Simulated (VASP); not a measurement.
Runs of VASP 6.6.1 on SiC (Moissanite). The structure is hexagonal, space group P6_3mc (No. 186). The conventional cell has a = 3.076 Å, b = 3.076 Å, c = 5.048 Å, α = 90.00°, β = 90.00°, γ = 120.00°. Si (site symmetry 3m) is surrounded by 4 C at 1.87 to 1.94 Å. Around C (site symmetry 3m) lie 4 Si at 1.87 to 1.94 Å. 

```csv
task,level,k mesh,smearing,ladder,gap on the mesh (eV),pressure (GPa),largest force (eV/Å)
single point,PBE,10 × 10 × 5,gaussian 0.015 eV,-,2.48,3.6,0.75
band structure,TB-mBJ,10 × 10 × 6,gaussian 0.02 eV,free,3.47,-,-
band structure,PBE,10 × 10 × 6,gaussian 0.02 eV,free,2.48,3.6,0.75
band structure,PBEsol,10 × 10 × 6,gaussian 0.02 eV,free,2.32,(a),0.75
```

Alike in all rows: potentials or basis VASP PAW PBE potentials, release 64 (Si, C); no spin polarisation; cell as given; cutoff (eV) 520.

**Question.** Fill in the values left out.

**Answer.** (a) 0.6.

Caveats: the mesh misses the band edges, which the band path finds closer together (some runs); the PAW data sets were made with another functional, which shifts forces and pressure a little (some runs); an odd mesh through Γ misses points on the zone boundary, where band edges often lie (some runs).

Not every run made on this cell is shown here.
